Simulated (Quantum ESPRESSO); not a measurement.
# Dipole at the next field: honeycomb SnTe, 1 layer

How the rows were computed: Quantum ESPRESSO 7.5, PBE, PseudoDojo norm-conserving; sawtooth field along the normal with dipole correction, ions clamped, threshold 1e-9 Ry; cell area 15.162 Å².

```
field (V/Å)  dipole (e Å a cell)
          0              0.04743
        0.1              0.08509
        0.2              0.12277
```

**Question.** What is the dipole at −0.2 V/Å, and what electrostatic thickness 4πα/A follows from the rows?

By hand: The slope is (0.12277 − (0.04743))/0.2 = 0.3767 e Å²/V, so 4πα/A = 180.95 × 0.3767/15.162 = 4.50 Å. Linear response gives p = 0.04743 + 0.3767 × (−0.2) = −0.02791 e Å; a parabola through the three rows gives −0.02783.

What the calculation gave: p = −0.02825 e Å. The line misses by 0.4 % of the induced dipole and the parabola by 0.6 %. The response is linear over this range.

**Limits.** Electrons alone respond; local and semilocal functionals tend to overscreen.

[Logs are printed without paths, hosts, clocks, repeated set-up lines and the standing remarks that a program may print on its own settings, such as how far it seeks lower states.]
